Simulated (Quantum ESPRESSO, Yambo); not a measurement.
# BAs (F-43m): G0W0 with Yambo, start to end, part 3 of 3

Wanted: ground state, empty states, screening and self-energy for BAs (F-43m).

Quantum ESPRESSO 7.5 and Yambo 5.3.0; PBE and many-body steps on it, plane waves. Known limits of the many-body steps: not at the basis limit; no spin-orbit coupling; coarse k mesh.

So far. Step 3 (Bands along the symmetry lines): The gap is 1.207 eV, as in the run before at this level. Step 4 (Empty states on the mesh, 4×4×4 mesh, 126 bands): On this mesh the gap is 1.451 eV. The earlier step found 1.207 eV, so this mesh misses an edge.

## Step 6: Screening and self-energy, 4×4×4 mesh, 126 bands, screening to 210.9 eV

Now the one-shot GW correction: screening in the RPA, then the self-energy of the levels asked for.

This step: G0W0 on PBE, plane waves, norm-conserving pseudopotentials.

Input file gw1.in:

```
HF_and_locXC
gw0
dyson
ppa
em1d
rim_cut
RandQpts= 1000000
RandGvec= 1 RL
EXXRLvcs= 100 Ry
VXCRLvcs= 400 Ry
Chimod= "HARTREE"
% BndsRnXp
 1 | 126 |
%
NGsBlkXp= 15.5 Ry
% LongDrXp
 1 | 1 | 1 |
%
% GbndRnge
 1 | 126 |
%
DysSolver= "n"
ExtendOut
PPAPntXp= 27.21138 eV
% QPkrange
 1 | 8 | 10 | 17 |
%
```

Run with:

```sh
> OMP_NUM_THREADS=1 mpirun -n 4 yambo -F gw1.in -J gw1 -C gw1 > gw1.log
```

Output:

```text
 Yambo, version 5.3.0

 [02] CORE Variables Setup
 =========================

  [... cell, symmetries and grids as in the set-up ...]

  [02.05] Energies & Occupations
  ==============================

  [X] === General ===
  [X] Electronic Temperature                        :  0.000000  0.000000 [eV K]
  [X] Bosonic    Temperature                        :  0.000000  0.000000 [eV K]
  [X] Finite Temperature mode                       : no
  [X] El. density                                   :  0.95404E+24 [cm-3]
  [X] Fermi Level                                   :  12.16515 [eV]

  [X] === Gaps and Widths ===
  [X] Conduction Band Min                           :  1.450685 [eV]
  [X] Valence Band Max                              :  0.000000 [eV]
  [X] Filled Bands                                  :  13
  [X] Empty Bands                                   :   14  126
  [X] Direct Gap                                    :  3.288876 [eV]
  [X] Direct Gap localized at k                     :  1
  [X] Indirect Gap                                  :  1.450685 [eV]
  [X] Indirect Gap between kpts                     :   1   7
  [X] Last valence band width                       :  5.185469 [eV]
  [X] 1st conduction band width                     :  3.822368 [eV]

 [03] Transferred momenta grid and indexing
 ==========================================

 IBZ Q-points                                      :   8
 BZ  Q-points                                      :   64

 K/Q-points units:
 rlu = crystal or reduced units; cc = cartesian coordinates; iku = interal k-units

 Q [1]          [rlu]:  0.000000  0.000000  0.000000
 Q [2]          [rlu]:  0.31652E-17  0.31652E-17  0.25000
 Q [3]          [rlu]: -0.63303E-17 -0.63303E-17 -0.50000
 Q [4]          [rlu]: -0.18488E-16  0.25000      0.25000
 Q [5]          [rlu]: -0.34720E-18  0.25000      0.50000
 Q [6]          [rlu]: -0.63303E-17  0.25000     -0.25000
 Q [7]          [rlu]:  0.36976E-16 -0.50000     -0.50000
 Q [8]          [rlu]:  0.250000 -0.500000 -0.250000

 [04] Coloumb potential Random Integration (RIM)
 ===============================================

  [04.01] RIM initialization
  ==========================

  * Diagonal components only detected *

  8 x (sBL volume)        :  0.168596 [a.u.]
  sBZ random points       :  1000000
  Points outside the sBZ  :   7996195
  RL volume               :  1.348768 [a.u.]
  Integrated volume       :  1.349410 [a.u.]

  [04.02] RIM integrals
  =====================

  Gamma point sphere radius             :  0.100207 [a.u.]
  Points outside the sphere             :   799659
  [Int_sBZ(q=0) 1/q^2]*(Vol_sBZ)^(-1/3) =:  7.764404
                                 should be <:  7.795600

  Summary of Coulomb integrals for non-metallic bands |Q|[au] RIM/Bare

  Q [1] 0.100000E-4 0.995998 * Q [2] 0.301388 1.064955
  Q [4] 0.348013 1.063169 * Q [6] 0.492165 1.026119
  Q [5] 0.577115 1.019126 * Q [3] 0.602777 1.017184
  Q [7] 0.696026 1.014132 * Q [8] 0.778181 1.011034

 [05] Dipoles
 ============

  [05.01] Setup: observables and procedures
  =========================================

 [06] Dynamic Dielectric Matrix (PPA)
 ====================================

 [WR./gw1//ndb.pp]---------------------------------------------------------------
  Brillouin Zone Q/K grids (IBZ/BZ)                :    8   64    8   64
  RL vectors                                       :   3839 [WF]
  Coulomb cutoff potential                         : none
  Electronic Temperature                           :  0.000000 [K]
  Bosonic    Temperature                           :  0.000000 [K]
  PPA    diel. fun.  energies                      : Perdew, Burke & Ernzerhof(X)+Perdew, Burke & Ernzerhof(C)
  wavefunctions                                    : Perdew, Burke & Ernzerhof(X)+Perdew, Burke & Ernzerhof(C)
  Global Gauge                                     : length
  X matrix size                                    :  229
  X band range                                     :    1  126
  X e/h energy range                               : -1.000000 -1.000000 [eV]
  X Time ordering                                  : R
  X Hxc Kernel                                     : HARTREE
  X Drude frequency                                :  0.000000  0.000000
  X poles                                          :  100.0000 [o/o]
  RL vectors in the sum                            :   3839
  [r,Vnl] included                                 : yes
  Field direction                                  :  0.577350E-5  0.577350E-5  0.577350E-5
  BZ energy Double Grid                            : no
  BZ energy DbGd points                            : 0
  BZ Q point size factor                           : -1.000000
  X Optical Averaged directions                    : none

 [07] Local Exchange-Correlation + Non-Local Fock
 ================================================

 [VXC] Plane waves :  24933
 [EXS] Plane waves :  3143

 QP @ state[ 1 ] K range:   1   8
 QP @ state[ 1 ] b range:  10  17

 [xc] Functional : Perdew, Burke & Ernzerhof(X)+Perdew, Burke & Ernzerhof(C)
 [xc] LIBXC used to calculate xc functional
  PP Number of Atomic Species                      :  2
  NLCC RL compoments                               :  24933
  PP Number of Atomic Species                      :  2
  NLCC RL compoments                               :  24933

 [xc] E_xc :  -25.06070 [Ha]
      E_xc :  -50.12139 [Ry]

  Local XC kind (lXC) : Perdew, Burke & Ernzerhof(X)+Perdew, Burke & Ernzerhof(C)
  Non-Local XC kind (nlXC) : Hartree-Fock

  Corrections @ K [1] :  [eV]
 <10|nlXC|10> = -21.33148 -0.33166E-16 <10|lXC|10> = -13.31879 -0.23602E-16
 <11|nlXC|11> = -15.63436 -0.74009E-17 <11|lXC|11> = -14.20356 -0.18882E-15
 <12|nlXC|12> = -15.63445 -0.26637E-16 <12|lXC|12> = -14.20356 -0.18882E-15
 <13|nlXC|13> = -15.63437 -0.72772E-17 <13|lXC|13> = -14.20356  0.47191E-16
 <14|nlXC|14> = -8.292011  0.10077E-17 <14|lXC|14> = -13.05303 -0.74077E-21
 <15|nlXC|15> = -8.292072  0.17859E-17 <15|lXC|15> = -13.05303 -0.47205E-16
 <16|nlXC|16> = -8.291662  0.29683E-17 <16|lXC|16> = -13.05303  0.94400E-16
 <17|nlXC|17> = -8.867597  0.17370E-17 <17|lXC|17> = -14.70693 -0.18882E-15

  Corrections @ K [2] :  [eV]
 <10|nlXC|10> = -21.13192  0.38272E-17 <10|lXC|10> = -13.52333 -0.11791E-21
 <11|nlXC|11> = -16.64857  0.54616E-18 <11|lXC|11> = -13.29464  0.61955E-16
[...]
Corrections @ K [3] :  [eV]
[...]
Corrections @ K [4] :  [eV]
[...]
Corrections @ K [5] :  [eV]
[...]
[... 2 further k-points ...]
  Corrections @ K [8] :  [eV]
[...]
<13|nlXC|13> = -15.54654 -0.57034E-17 <13|lXC|13> = -12.28359 -0.70809E-16
 <14|nlXC|14> = -6.125579 -0.17956E-17 <14|lXC|14> = -11.44975  0.47198E-16
 <15|nlXC|15> = -7.102643 -0.18783E-17 <15|lXC|15> = -13.28785 -0.23586E-16
 <16|nlXC|16> = -6.595793  0.14890E-17 <16|lXC|16> = -11.80985  0.18882E-15
 <17|nlXC|17> = -7.200425  0.66252E-17 <17|lXC|17> = -13.28077  0.14882E-22

  [07.01] Hartree-Fock occupations report
  =======================================

  [Hartree-Fock] === General ===
  [Hartree-Fock] Electronic Temperature             :  0.000000  0.000000 [eV K]
  [Hartree-Fock] Bosonic    Temperature             :  0.000000  0.000000 [eV K]
  [Hartree-Fock] Finite Temperature mode            : no
  [Hartree-Fock] El. density                        :  0.95404E+24 [cm-3]
  [Hartree-Fock] Fermi Level                        :  12.16515 [eV]

  [Hartree-Fock] === Gaps and Widths ===
  [Hartree-Fock] Conduction Band Min                :  5.686140 [eV]
  [Hartree-Fock] Valence Band Max                   : -1.430810 [eV]
  [Hartree-Fock] Filled Bands                       :  13
  [Hartree-Fock] Empty Bands                        :   14  126
  [Hartree-Fock] Direct Gap                         :  9.480709 [eV]
  [Hartree-Fock] Direct Gap localized at k          :  1
  [Hartree-Fock] Indirect Gap                       :  7.116949 [eV]
  [Hartree-Fock] Indirect Gap between kpts          :   1   7
  [Hartree-Fock] Last valence band width            :  7.017603 [eV]
  [Hartree-Fock] 1st conduction band width          :  4.911084 [eV]

 [08] Dyson equation: Newton solver
 ==================================

  [08.01] G0W0 (W PPA)
  ====================

  [  GW  ] Bands range     :    1  126
  [GW/PPA] G damping       :  0.100000 [eV]

  QP @ state[ 1 ] K range:   1   8
  QP @ state[ 1 ] b range:  10  17

   Sc/G bands                                       :    1  126
   Sc/G damping                                     :  0.100000 ev
   Sc bands terminator                              : no
   Sx RL components                                 :  3143

   QP @ state[ 1 ] K range                          :   1   8
   QP @ state[ 1 ] b range                          :  10  17
   GF energies kind                                 : Perdew, Burke & Ernzerhof(X)+Perdew, Burke & Ernzerhof(C)
   GF WF`s kind                                     : Perdew, Burke & Ernzerhof(X)+Perdew, Burke & Ernzerhof(C)
   Xs energies kind                                 : Perdew, Burke & Ernzerhof(X)+Perdew, Burke & Ernzerhof(C)
   Xs WF`s kind                                     : Perdew, Burke & Ernzerhof(X)+Perdew, Burke & Ernzerhof(C)

 [11] Game Over & Game summary
```

Run time: 5.5 min. Hardware: 4 MPI ranks of Arm Neoverse V1, shared host; peak memory 1.6 GiB; 22 min of CPU time.

Numbers from this step:

| Item | Value |
| --- | --- |
| G0W0 gap on the mesh | 1.977 eV |
| starting gap on the mesh | 1.451 eV |
| k of the valence top | 0, 0, 0 |
| k of the conduction bottom | 0, -0.5, -0.5 |
| least direct G0W0 gap on the computed points | 4.129 eV |
| Z at the valence top | 0.8055 |
| Z at the conduction bottom | 0.8156 |

The gap on the mesh goes from 1.45 eV to 1.98 eV, a correction of +0.53 eV. The start differs from the 1.21 eV found before because the two sample other k points.

Limits: finite bands, cutoff and mesh; no spin-orbit coupling; coarse k mesh. v1 is the top filled band, c1 the lowest empty one. Levels before and after the correction, in eV, zero at the valence-band top of each column:

```csv
,conduction bottom,valence top
Kohn-Sham,1.45,0.00
G0W0,1.98,0.00
```

```csv
,level,energy (eV)
Kohn-Sham,Γ v3-v1,0.000
Kohn-Sham,Γ c1-c3,3.289
Kohn-Sham,(0 -0.5 -0.5) v3,-8.514
Kohn-Sham,(0 -0.5 -0.5) v2-v1,-4.074
Kohn-Sham,(0 -0.5 -0.5) c1,1.451
Kohn-Sham,(0 -0.5 -0.5) c2,1.459
Kohn-Sham,(0 -0.5 -0.5) c3,11.393
G0W0,Γ v3-v1,0.000
G0W0,Γ c1-c3,4.129
G0W0,(0 -0.5 -0.5) v3,-9.038
G0W0,(0 -0.5 -0.5) v2-v1,-4.303
G0W0,(0 -0.5 -0.5) c1,1.977
G0W0,(0 -0.5 -0.5) c2,2.064
G0W0,(0 -0.5 -0.5) c3,12.353
```

## Step 7: Where the time went

Times are wall times on the hardware named with each run, good to a factor of about two.

```csv
step,time,share,memory (GiB)
ground state,11 s,3 %,0.26
bands along the symmetry lines,4.3 s,1 %,0.21
empty states on the mesh,7.7 s,2 %,0.33
conversion and set-up,2.5 s,1 %,0.24
screening and self-energy,5.5 min,93 %,1.6
```

## Step 8: What came out

| Quantity | Value |
| --- | --- |
| PBE gap | 1.21 eV, indirect |
| G0W0 gap on the mesh | 1.98 eV |
| G0W0 gap over the zone (rigid shift) | 1.73 eV |
| GW settings | 4×4×4 mesh, 126 bands, screening to 210.9 eV, Godby-Needs plasmon pole |
| known limits | not at the basis limit; no spin-orbit coupling; coarse k mesh |

**Reading.** G0W0 moves the gap on the mesh from 1.45 eV to 1.98 eV (+0.53 eV), with Z of 0.81 and 0.82 at the edges. The mesh misses the band edges by 0.24 eV in all; a rigid shift gives 1.73 eV for the zone. The dearest step here is «screening and self-energy». Against experiment, by G0W0@PBE: the direct gap of 4.13 eV lies +0.01 eV from the measured 4.12 eV (direct, 300 K, 2019); the gap of 1.73 eV lies −0.29 eV from the measured 2.02 eV (indirect, 300 K, 2019); the gap of 1.73 eV lies −0.09 eV from the measured 1.82 eV (indirect, 300 K, 2019). An exciton line or allowed optical edge lies below the quasiparticle gap by the binding energy; a forbidden edge can push the onset above it. The calculation has static nuclei and no excitons; a measured gap holds zero-point and thermal motion, which mostly lowers it. Bands and cutoff are finite, so the gap is not at the basis limit. The miss can reach some tenths of an eV and take either sign; the mesh is an error of its own. A denser mesh or path gives a starting gap of 1.21 eV: the GW mesh misses a band edge, so its gaps are not the fundamental one. The 4×4×4 mesh is coarse for this cell, which bears on the long-range parts of exchange and screening. The many-body steps are scalar-relativistic: spin-orbit coupling is not in them.

[Paths, hosts, dates, memory and timing lines, banners, echoed tables and standing remarks are left out of the program output.]

[Logs are printed without paths, hosts, clocks, repeated set-up lines and the standing remarks that a program may print on its own settings, such as how far it seeks lower states.]

[Runs of the session that timed out or met a known fault of the program may be left out.]

[Hosts, paths, dates, database ids (printed as entryN), source tags and the programs' standing remarks are cut or masked in the printed files.]
